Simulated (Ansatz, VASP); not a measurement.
## CO2: VASP beside Ansatz

One calculation is typed for both programs; each brings its own data sets. How far apart do they land? The cell is taken from a series of runs on this material, whose earlier steps may have relaxed, scaled, displaced or heated it; both programs get it as it stands.

Main program and level: Ansatz 0.2.0; plane waves, with VASP 6.6.1 beside it; single point at LDA.

## Step 1: The structure

The structure is orthorhombic, space group Cmce (No. 64). The conventional cell has a = 5.272 Å, b = 4.775 Å, c = 6.587 Å, α = 90.00°, β = 90.00°, γ = 90.00°. O has 1 C at 1.17 Å nearest. Nearest to C lie 2 O at 1.17 Å. Farther neighbours and most contacts between anions are not listed.

Coordinates:

```
O C
1.0
     2.63591   -2.38738    0.00000
     2.63591    2.38738    0.00000
     0.00000    0.00000    6.58717
O C
4 2
Direct
  0.30651 0.69349 0.60816
  0.69349 0.30651 0.39184
  0.19349 0.80651 0.10816
  0.80651 0.19349 0.89184
  0.50000 0.50000 0.50000
  0.00000 0.00000 0.00000
```

## Step 2: VASP: single point, LDA, pair 1

With cell and atoms fixed, the geometry can't cause a difference; cores, projectors, grids and the points listed under the comparison can.

Lines of VASP's logs that name or quote its potential files are left out, and so is its time.

Contents of INCAR:

```
SYSTEM = CO2
PREC = Accurate
ENCUT = 600
EDIFF = 1E-06
NELM = 120
ISMEAR = -1
SIGMA = 0.02
LREAL = .FALSE.
ALGO = Normal
GGA = PW92
NBANDS = 22
LORBIT = 11
LWAVE = .FALSE.
LCHARG = .FALSE.
ISIF = 2
LASPH = .TRUE.
GGA_COMPAT = .FALSE.
EFERMI = MIDGAP
KPAR = 2
```

Contents of POSCAR:

```
CO2
1.0
    2.6359112300     -2.3873781200      0.0000000000
    2.6359112300      2.3873781200      0.0000000000
    0.0000000000      0.0000000000      6.5871749100
O C
4 2
Direct
    0.3065085700      0.6934914300      0.6081566100
    0.6934914300      0.3065085700      0.3918433900
    0.1934914300      0.8065085700      0.1081566100
    0.8065085700      0.1934914300      0.8918433900
    0.5000000000      0.5000000000      0.5000000000
    0.0000000000      0.0000000000      0.0000000000
```

Contents of KPOINTS:

```
Automatic mesh
0
Gamma
5 5 3
0 0 0
```

The projector-augmented-wave data sets are O and C (LDA family, release 64).

Started as:

```console
mpirun -np 2 vasp_std
```

Numbers of over 12 decimals in the logs are rounded to 6 here.

Log:

```text
[banner, memory and clock lines left out]
running    2 mpi-ranks, on    1 nodes
 distrk:  each k-point on    1 cores,    2 groups
 distr:  one band on    1 cores,    1 groups

 POSCAR found type information on POSCAR O C
 POSCAR found :  2 types and       6 ions
|                                                                             |
|               ----> ADVICE to this user running VASP <----                  |
|                                                                             |
|     You enforced a specific xc type in the INCAR file but a different       |
|     [... a line on the potential file left out ...]
|     I HOPE YOU KNOW WHAT YOU ARE DOING!                                     |
|                                                                             |

 LDA part: xc-table for (Slater(with rela. corr.)+PW92), standard interpolation
 POSCAR, INCAR and KPOINTS ok, starting setup
 FFT: planning ... GRIDC
 FFT: planning ... GRID_SOFT
 FFT: planning ... GRID
 WAVECAR not read
 entering main loop
       N       E                     dE             d eps       ncg     rms          rms(c)
DAV:   1     0.196029528788E+03    0.19603E+03   -0.18624E+04   792   0.150E+03
DAV:   2    -0.401592389800E+02   -0.23619E+03   -0.22606E+03  1104   0.313E+02
DAV:   3    -0.530538370677E+02   -0.12895E+02   -0.12811E+02   978   0.770E+01
DAV:   4    -0.531852892912E+02   -0.13145E+00   -0.13122E+00   870   0.907E+00
DAV:   5    -0.531871326067E+02   -0.18433E-02   -0.18432E-02   906   0.106E+00    0.134E+01
DAV:   6    -0.501669428416E+02    0.30202E+01   -0.91944E+00   888   0.224E+01    0.605E+00
DAV:   7    -0.499109739884E+02    0.25597E+00   -0.45211E-01   906   0.540E+00    0.333E+00
DAV:   8    -0.498256761286E+02    0.85298E-01   -0.33697E-01   888   0.381E+00    0.711E-01
DAV:   9    -0.498185719256E+02    0.71042E-02   -0.23718E-02   858   0.116E+00    0.276E-01
DAV:  10    -0.498183567438E+02    0.21518E-03   -0.46200E-03   912   0.465E-01    0.459E-02
DAV:  11    -0.498184010056E+02   -0.44262E-04   -0.59918E-05   912   0.577E-02    0.165E-02
DAV:  12    -0.498184097642E+02   -0.87585E-05   -0.45034E-06   918   0.152E-02    0.310E-03
DAV:  13    -0.498184096789E+02    0.85261E-07   -0.51218E-07   462   0.558E-03
   1 F= -.49818410E+02 E0= -.49818410E+02  d E =0.000000E+00
```

OUTCAR, selected parts (step 2):

```text
ion  position               nearest neighbor table
   1  0.307  0.693  0.608-   5 1.17
   2  0.693  0.307  0.392-   5 1.17
   3  0.193  0.807  0.108-   6 1.17
   4  0.807  0.193  0.892-   6 1.17
   5  0.500  0.500  0.500-   1 1.17   2 1.17
   6  0.000  0.000  0.000-   3 1.17   4 1.17

  LATTYP: Found a base centered orthorhombic cell.
 ALAT       =     4.7747562400
 B/A-ratio  =     1.1041029521
 C/A-ratio  =     1.3795834968

 Subroutine GETGRP returns: Found  8 space group operations
 (whereof  4 operations were pure point group operations)

The static configuration has the point symmetry C_2h.
 The point group associated with its full space group is D_2h.

 Found     18 irreducible k-points:

   k-points           NKPTS =     18   k-points in BZ     NKDIM =     18   number of bands    NBANDS=     22

   dimension x,y,z NGX =    28 NGY =   28 NGZ =   54
   dimension x,y,z NGXF=    56 NGYF=   56 NGZF=  108

   ENCUT  =  600.0 eV  44.10 Ry    6.64 a.u.   7.10  7.10 13.16*2*pi/ulx,y,z

   NELECT =      32.0000    total number of electrons

 k-points in reciprocal lattice and weights: Automatic mesh
   0.00000000  0.00000000  0.00000000       0.013
   0.20000000 -0.00000000  0.00000000       0.053
   0.40000000 -0.00000000  0.00000000       0.053
   0.20000000  0.20000000  0.00000000       0.027
   0.40000000  0.20000000  0.00000000       0.053
  -0.40000000  0.20000000  0.00000000       0.053
  -0.20000000  0.20000000  0.00000000       0.027
   0.40000000  0.40000000  0.00000000       0.027
  -0.40000000  0.40000000  0.00000000       0.027
[...]
0.40000000  0.40000000  0.33333333       0.053
  -0.40000000  0.40000000  0.33333333       0.053

 average (electrostatic) potential at core
       1 -78.3065       2 -78.3065       3 -78.3065       4 -78.3065       5 -62.6310
       6 -62.6310

 E-fermi :  -0.2007

 k-point     1 :       0.0000    0.0000    0.0000
  band No.  band energies     occupation
    ...
     12      -6.8004      2.00000
     13      -4.3283      2.00000
     14      -4.2860      2.00000
     15      -3.9573      2.00000
     16      -3.9033      2.00000
     17       2.9815      0.00000
     18       3.6483      0.00000
     19       4.2094      0.00000
     20       4.3517      0.00000
     21       5.2626      0.00000
    ...

 k-point     2 :       0.2000   -0.0000    0.0000
  band No.  band energies     occupation
    ...
     12      -6.8521      2.00000
     13      -4.2596      2.00000
     14      -3.9889      2.00000
     15      -3.9293      2.00000
     16      -3.7803      2.00000
     17       3.6152      0.00000
     18       3.8828      0.00000
     19       4.2576      0.00000
     20       4.5166      0.00000
     21       5.1884      0.00000
    ...

 k-point     3 :       0.4000   -0.0000    0.0000
  band No.  band energies     occupation
    ...
     12      -6.9439      2.00000
     13      -4.1208      2.00000
     14      -3.9803      2.00000
     15      -3.6693      2.00000
     16      -3.6335      2.00000
     17       4.0055      0.00000
     18       4.2505      0.00000
     19       4.8817      0.00000
     20       5.2015      0.00000
     21       5.3907      0.00000
    ...

  Total       -0.7538273     -0.3885564     -0.7202754      0.0000000     -0.0000000      0.0000000
  in kB      -14.5680442     -7.5090238    -13.9196384      0.0000000     -0.0000000      0.0000000
  external PRESSURE =     -11.9989021 kB  Pullay stress =       0.0000000 kB

  energy-cutoff  :      600.00
  volume of cell :       82.91
      direct lattice vectors                 reciprocal lattice vectors
     2.635911230 -2.387378120  0.000000000     0.189687723 -0.209434775  0.000000000
     2.635911230  2.387378120  0.000000000     0.189687723  0.209434775  0.000000000
     0.000000000  0.000000000  6.587174910     0.000000000  0.000000000  0.151810148

 POSITION                                       TOTAL-FORCE (eV/Angst)
 -----------------------------------------------------------------------------------
      2.63591      0.92387      4.00603         0.000000      0.105492      0.063692
      2.63591     -0.92387      2.58114         0.000000     -0.105492     -0.063692
      2.63591      1.46350      0.71245         0.000000     -0.105492      0.063692
      2.63591     -1.46350      5.87473         0.000000      0.105492     -0.063692
      2.63591      0.00000      3.29359         0.000000     -0.000000      0.000000
      0.00000      0.00000      0.00000         0.000000     -0.000000      0.000000
 -----------------------------------------------------------------------------------
    total drift:                                0.000000     -0.000000      0.000000

  FREE ENERGIE OF THE ION-ELECTRON SYSTEM (eV)
  ---------------------------------------------------
  free  energy   TOTEN  =       -49.8184096789 eV

  energy  without entropy=      -49.8184096789  energy(sigma->0) =      -49.81840968

 total charge
# of ion       s       p       d       tot
------------------------------------------
    1        1.589   3.551   0.000   5.140
    2        1.589   3.551   0.000   5.140
    3        1.589   3.551   0.000   5.140
    4        1.589   3.551   0.000   5.140
    5        0.925   1.826   0.000   2.751
    6        0.925   1.826   0.000   2.751
--------------------------------------------------
tot          8.206  17.855   0.000  26.060

[... 3 further parts left out ...]
```

The run ends at a pressure of -1.20 GPa, with forces up to 0.12 eV/Å.

## Step 3: Ansatz: single point, LDA, pair 1

Ansatz runs on its default PAW (the set named soft_2) files.

The same cell, functional (in two slightly different forms), mesh and smearing now go to Ansatz, which takes its cutoff from its data sets.

Contents of input.yaml:

```yaml
crystal:
  lattice:
    - [2.63591123, -2.38737812, 0.0]
    - [2.63591123, 2.38737812, 0.0]
    - [0.0, 0.0, 6.58717491]
  atoms:
    - { symbol: O, position: [0.30650857, 0.69349143, 0.60815661] }
    - { symbol: O, position: [0.69349143, 0.30650857, 0.39184339] }
    - { symbol: O, position: [0.19349143, 0.80650857, 0.10815661] }
    - { symbol: O, position: [0.80650857, 0.19349143, 0.89184339] }
    - { symbol: C, position: [0.5, 0.5, 0.5] }
    - { symbol: C, position: [0.0, 0.0, 0.0] }
kpoints:
  mp_grid: { grid: [5, 5, 3] }
scf:
  occupations: { method: fermi_dirac, width: 0.02 }
hamiltonian:
  xc: lda
output:
  forces: true
  stress: true
  efg: { quadrupole_moments_barn: { O: -0.02558 } }
```

Started as:

```console
ansatz run input.yaml --threads 4 --pin off --max-ram 8192MiB --backend cpu --events-out ev --progress --plain --runs-dir out
```

Log:

```text
Engine: ansatz 0.2.0, x86_64-unknown-linux-gnu
Pseudopotentials: kind: paw
Pseudopotential: O, paw, valence charge 6, recommended cutoff 420 eV (normal), O.paw.azcp
Pseudopotential: C, paw, valence charge 4, recommended cutoff 420 eV (normal), C.paw.azcp
Functional definition: SPW92
  exchange = slater_x
  correlation = pw_c
Crystal: 6 atoms, lattice volume = 82.905 Å³
Basis set: ecut = 420 eV, 1601 PW (Γ)
Bands: 22, of which v1, the nominal top of the filled ones, is band 16 counted from 1 (15 counted from 0)
Symmetry: 8 space group operations
Space group: Cmce (ITA 64), of the structure as read, at distance tolerance 4.4e-5 Å
k-points: 18 of 75
Non-local potential: O, projectors of the file, l = 0: 2, l = 1: 2, l = 2: 1
Non-local potential: C, projectors of the file, l = 0: 2, l = 1: 2, l = 2: 1
PAW form: soft (Blöchl's): semilocal exchange-correlation on the pseudo side does not see the compensation charge
PAW frozen core: O, regenerated for the run's functional, and the local potential with it (the file was generated under x = pbe(κ = 0.804, μ = 0.219515), c = pbe(β = 0.066725))
PAW frozen core: C, regenerated for the run's functional, and the local potential with it (the file was generated under x = pbe(κ = 0.804, μ = 0.219515), c = pbe(β = 0.066725))
PAW one-centre angular grid: O, 110 points (default); XC on 64 Gauss nodes
PAW one-centre angular grid: C, 110 points (default); XC on 64 Gauss nodes
Initial density: superposition of atomic densities (neutral atoms: chi_scale 0, normalization atom), corrected by the library's trained network
Initial wavefunctions: pseudopotential atomic-orbital guess
Functional: x = slater, c = lda
SCF iter   1: F=—  HF=-2703.998172 eV  |F-HF|=—  |Δ(HF+E_count)|=         —  Δρ=1.15e-2  dr2=9.02e-2  ethr=1.77e-3  ⟨swp⟩=6.3  Hψ=1937  notcnv=0
preconditioner: auto → none  [insulator: Δε(μ)=6.243 eV  Ē_g=15.727 eV  σ=0.020 eV  W_gap=1.00  n_scr=16 (ndim 8)  ℏωp=23.1 eV  f_vac=0.141  D(μ)=0.00/eV (n_scr^D=0)  ε∞_Penn≈3.2]
SCF iter   2: F=—  HF=-2703.978917 eV  |F-HF|=—  |Δ(HF+E_count)|=   1.93e-2  Δρ=6.51e-3  dr2=2.42e-2  ethr=2.82e-4  ⟨swp⟩=2.0  Hψ=874  notcnv=0  defer=26
SCF iter   3: F=—  HF=-2703.972726 eV  |F-HF|=—  |Δ(HF+E_count)|=   6.19e-3  Δρ=2.04e-3  dr2=1.94e-3  ethr=7.56e-5  ⟨swp⟩=2.0  Hψ=727  notcnv=0  defer=8
automatic band count: iteration 3 solves 21 bands in place of 22: the levels show a gap, and the empty bands left out lie too high to hold charge; the band table lists the bands solved (type scf.n_extra_bands for more)
SCF iter   4: F=—  HF=-2703.972359 eV  |F-HF|=—  |Δ(HF+E_count)|=   3.67e-4  Δρ=5.77e-4  dr2=1.49e-4  ethr=6.07e-6  ⟨swp⟩=2.1  Hψ=550  notcnv=0  defer=8
SCF iter   5: F=—  HF=-2703.972336 eV  |F-HF|=—  |Δ(HF+E_count)|=   2.28e-5  Δρ=5.66e-5  dr2=7.30e-7  ethr=4.66e-7  ⟨swp⟩=2.3  Hψ=593  notcnv=0  defer=8
SCF iter   6: F=—  HF=-2703.972339 eV  |F-HF|=—  |Δ(HF+E_count)|=   2.82e-6  Δρ=1.26e-5  dr2=7.82e-8  ethr=3.13e-10  ⟨swp⟩=5.0  Hψ=1469  notcnv=0
SCF iter   7: F=-2703.972339 eV  HF=-2703.972339 eV  |F-HF|=2.35e-9  |Δ(HF+E_count)|=   2.57e-8  Δρ=2.88e-6  dr2=3.39e-9  ethr=2.44e-10  ⟨swp⟩=2.8  Hψ=1324  notcnv=0
SCF 1 converged in 7 iterations: F = -2703.972339 eV  dr2 = 3.39e-9
  greatest PAW one-centre occupation: 0.879 electrons in one spin orbital (limit 2), on the O atom at site 3 (counted from 0), in its partial waves of l = 0
SCF converged after 7 iterations
Free energy (F): -2703.972339 eV
Harris-Foulkes:  -2703.972339 eV  (|F-HF|=2.35e-9)
Internal energy: -2703.972339 eV  (E = F + TS)
E sigma→0 (E₀):  -2703.972339 eV
Fermi energy:    1.393682 eV
--- Per-component energies (eV) ---
  E_band       = -290.539883
  E_kinetic    = 865.339158
  E_local      = -2307.263592  (includes V_loc(G=0)·N_el)
  E_nonlocal   = 260.347076
  E_hartree    = 765.917262
  E_xc         = -374.283867
  E_vxc        = -476.947073  (∫ρ·V_xc dr)
  E_paw        = -773.367803  (= ΣΔE_a)
  E_vpaw       = -163.862690  (= ΣTr[D̂ρ^β])
  E_aug_tail   = 0.010043  (compensation charges beyond the density's cutoff)
  E_ewald      = -1141.183966
  E_core_change = 0.513351  (= ΣΔE_core)
  E_smearing   = -0.000000  (= −TS)
  E_closure    = -0.000000  (closes the sum)
  Σ components = -2703.972339   (vs F -2703.972339, Δ=0.00e0)
--- Forces (eV/Å), atoms counted from 1 ---
  atom   1  O      0.00000000    -0.44545988    -0.35896736
  atom   2  O      0.00000000     0.44545988     0.35896736
  atom   3  O      0.00000000     0.44545988    -0.35896736
  atom   4  O      0.00000000    -0.44545988     0.35896736
  atom   5  C      0.00000000     0.00000000     0.00000000
  atom   6  C      0.00000000    -0.00000000     0.00000000
  max |Σ_I F_I| component: 1.11e-16 eV/Å
--- Stress (GPa, compression-positive) ---
       -0.971698       0.000000      -0.000000
        0.000000      -4.163023      -0.000000
       -0.000000      -0.000000      -3.164958
  P = ⅓ Tr σ = -2.7666 GPa (-27.666 kbar)
--- PAW observables at the nuclei: V_zz in 10²¹ V/m², potentials from the cell's mean, atoms counted from 1 ---
  atom   1  O  V_zz =    +6.534131   η = 0.0378   by run symmetry: allowed   C_q = -4.0415 MHz
            electrostatic potential = -613.852592 V   contact ρ = none
  atom   2  O  V_zz =    +6.534131   η = 0.0378   by run symmetry: allowed   C_q = -4.0415 MHz
            electrostatic potential = -613.852592 V   contact ρ = none
  atom   3  O  V_zz =    +6.534131   η = 0.0378   by run symmetry: allowed   C_q = -4.0415 MHz
            electrostatic potential = -613.852592 V   contact ρ = none
  atom   4  O  V_zz =    +6.534131   η = 0.0378   by run symmetry: allowed   C_q = -4.0415 MHz
            electrostatic potential = -613.852592 V   contact ρ = none
  atom   5  C  V_zz =    -2.956373   η = 0.0192   by run symmetry: allowed
            electrostatic potential = -404.916245 V   contact ρ = none
  atom   6  C  V_zz =    -2.956373   η = 0.0192   by run symmetry: allowed
            electrostatic potential = -404.916245 V   contact ρ = none
```

Reading the cycles: dr2 is the Hartree energy of the density residual (eV), the measure of convergence; HF is the Harris–Foulkes estimate of the energy, which meets the free energy F at convergence.

The run ends at a pressure of -2.77 GPa, with forces up to 0.57 eV/Å.

## Step 4: Side by side

Known differences besides the potentials themselves: the cutoff is 420 eV in Ansatz and 600 eV in VASP; VASP's log shows a relativistic correction to its local exchange, Ansatz's none. Total energies have different zeros and are not compared.

Both answers:

| quantity | Ansatz | VASP | difference |
| --- | --- | --- | --- |
| pressure (GPa) | -2.77 | -1.20 | -1.57 |
| gap on the k mesh (eV) | 6.385 | 6.364 | +0.020 |

Forces (eV/Å; atoms numbered as in POSCAR):

| atom | Ansatz x, y, z | VASP x, y, z |
| --- | --- | --- |
| O1 | 0.000, -0.445, -0.359 | 0.000, 0.105, 0.064 |
| O2 | 0.000, 0.445, 0.359 | 0.000, -0.105, -0.064 |
| O3 | 0.000, 0.445, -0.359 | 0.000, -0.105, 0.064 |
| O4 | 0.000, -0.445, 0.359 | 0.000, 0.105, -0.064 |
| C5 | 0.000, 0.000, 0.000 | 0.000, 0.000, 0.000 |
| C6 | 0.000, 0.000, 0.000 | 0.000, 0.000, 0.000 |

The forces differ by 327 meV/Å r.m.s., where the r.m.s. force is 0.270 eV/Å in Ansatz and 0.058 eV/Å in VASP: the atoms lie near their places of rest in VASP, so a percentage would say little (all taken over all components). A gap on the mesh is an upper bound, since the band edges may lie between its points.

(Part 1 of 2 ends here.)

[Lines on the potential files, build, host, timing and source positions are cut from VASP's logs without a mark.]

[Logs are printed without paths, hosts, clocks, repeated set-up lines and the standing remarks that a program may print on its own settings, such as how far it seeks lower states.]

[Hosts, paths, dates, database ids (printed as entryN), source tags and the programs' standing remarks are cut or masked in the printed files.]
